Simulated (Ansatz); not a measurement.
A band-structure calculation of ZnS built on the NiAs prototype with Ansatz 0.2.0, at the level PBE. The geometry is the r2SCAN minimum.

```yaml
crystal:
  lattice:
    - [3.5895904811, 0.0, 0.0]
    - [-1.7947952405, 3.1086765458, 0.0]
    - [0.0, 0.0, 5.8799973221]
  atoms:
    - { symbol: Zn, position: [0.0, 0.0, 0.0] }
    - { symbol: Zn, position: [0.0, 0.0, 0.5] }
    - { symbol: S, position: [0.3333333333, 0.6666666667, 0.25] }
    - { symbol: S, position: [0.6666666667, 0.3333333333, 0.75] }
kpoints:
  mp_grid: { grid: [12, 12, 4] }
  band_path:
    path:
      - [[0.0, 0.0, 0.0], [0.5, -1.251820421008e-17, 0.0], [0.3333333333333, 0.3333333333333, 0.0], [0.0, 0.0, 0.0], [0.0, 0.0, 0.5], [0.5, -1.251820421008e-17, 0.5], [0.3333333333333, 0.3333333333333, 0.5], [0.0, 0.0, 0.5]]
      - [[0.5, -1.251820421008e-17, 0.5], [0.5, -1.251820421008e-17, 0.0]]
      - [[0.3333333333333, 0.3333333333333, 0.5], [0.3333333333333, 0.3333333333333, 0.0]]
    npoints: 10
hamiltonian:
  xc: pbe
scf:
  occupations: { method: fermi_dirac, width: 0.02 }
  n_extra_bands: 5
output:
  forces: true
  stress: true
  eigenvalues: true
  write_density: true
  write_potential: true
  elf: true
  volumetric_format: npy
```

In the abridged output below, numbers in square brackets stand for lines, or ends of lines, that were taken out.
```
Functional definition: PBE
Crystal: 4 atoms, lattice volume = 65.614 Å³
Basis set: ecut = 420 eV, 1285 PW (Γ)
Bands: 23, of which v1, the nominal top of the filled ones, is band 18 counted from 1 (17 counted from 0)
[1]
SCF 1 converged in 6 iterations: F = -8444.095808 eV  dr2 = 7.72e-8
SCF converged after 6 iterations
Free energy (F): -8444.095808 eV
[2]
--- Per-component energies (eV) ---
  E_band       = 91.960943
  E_kinetic    = 476.810314
  E_local      = -3665.470103
  E_nonlocal   = 1291.288185
  E_hartree    = 1540.857007
  E_xc         = -467.900768
  E_vxc        = -278.162276
  E_paw        = -4862.532790
  E_vpaw       = -814.219465
  E_ewald      = -2757.146901
  E_smearing   = -0.000001
--- Stress (GPa, compression-positive) ---
[3]
--- Band table (eV; the first three rows and the last of 57) ---
[4]
```

The rows of the band table are 0: (0, 0, 0) = Γ, 1: (0, 0, 1/4), 2: (0, 0, -1/2) = A, 56: (1/3, 1/3, -1/2) = H.

Problem. Give the withheld lines. They hold the Fermi energy and the band table, the stress, the symmetry found.

Solution.
```
[1]
Symmetry: 24 space group operations
Space group: P63/mmc (ITA 194)
[2]
Fermi energy:    8.582018 eV
[3]
        2.365280       0.000000       0.000000
        0.000000       2.365280       0.000000
        0.000000       0.000000       2.092625
  P = ⅓ Tr σ = 2.2744 GPa (22.744 kbar)
[4]
  k-point 0: bands = […, 3.1840, 7.6609, 7.6609, 7.7606, 8.2727, 8.2727, 9.9561, 12.0284, 14.9850, 14.9850, …]
  k-point 1: bands = […, 3.4231, 6.4237, 7.7743, 7.7743, 8.2065, 8.2065, 11.0492, 12.1454, 14.9461, 14.9461, …]
  k-point 2: bands = […, 4.5734, 4.5734, 8.0141, 8.0141, 8.0141, 8.0141, 12.0690, 12.0690, 15.1727, 15.1727, …]
  k-point 56: bands = […, 3.2590, 3.2590, 4.2406, 4.2406, 7.9815, 7.9815, 12.0870, 12.0870, 12.8612, 12.8612, …]
```
Only the leading digits can be foreseen; the rest is this run's record.

The PBE gap is indirect, 0.38 eV (Γ–M (0.40 of the way from Γ) to K), below the direct gap of 1.68 eV at Γ. At this geometry PBE finds +2.27 GPa, compression counted positive: its own equilibrium volume is larger.

Run as `ansatz run input.yaml --threads 2 --pin off --max-ram 2211MiB --backend cpu --events-out ev --progress --plain --runs-dir out`. It took 7.9 s on 2 threads of Arm Neoverse N1, with other jobs on the host, load about 0.9 per core; peak host memory 0.37 GiB.

All values are calculated for a non-magnetic cell, which may be hypothetical.
